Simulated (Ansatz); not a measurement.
**Structure relaxation of Mo**

Method: Ansatz 0.2.0, DFT PBE, scalar-relativistic, plane waves, PAW. Cutoff 420 eV, Γ-centred k mesh, Gaussian smearing, no spin polarisation in the final step.

Mo was placed on the simple cubic structure type (Pm-3m, No. 221), at a guessed volume.

```
Mo
1.0
     2.55297    0.00000    0.00000
     0.00000    2.55297    0.00000
     0.00000    0.00000    2.55297
Mo
1
Direct
  0.00000 0.00000 0.00000
```

Cell and atoms relax at zero pressure; the relaxation can't lower the symmetry of the start. After a coarse first stage the cell is made exact in the group found at 0.06 Å.

Energies count from the standard state of Mo at the same level.

(1) What does it relax into?

(2) What are its volume, energy, density and gap?

Results:

(1) It keeps Pm-3m (No. 221). The result has the simple cubic structure. Conventional cell: a = 2.604 Å. Mo has 6 Mo at 2.60 Å.

```
Mo
1.0
     2.60407    0.00000    0.00000
     0.00000    2.60407    0.00000
     0.00000    0.00000    2.60407
Mo
1
Direct
  0.00000 0.00000 0.00000
```

(2) The volume per atom is 17.66 Å³, the density is 9.02 g/cm³ and the energy over the standard structure is 1.16 eV/atom. The gap on the 16×16×16 mesh is 0 eV (a metal).

The final run used a 16×16×16 mesh on its 1-atom cell and 0.10 eV smearing. For metals, differences of a few meV/atom aren't resolved. Symmetry constrained the relaxation, so the result can be a saddle point.

This simple cubic form isn't the element's structure at ambient conditions.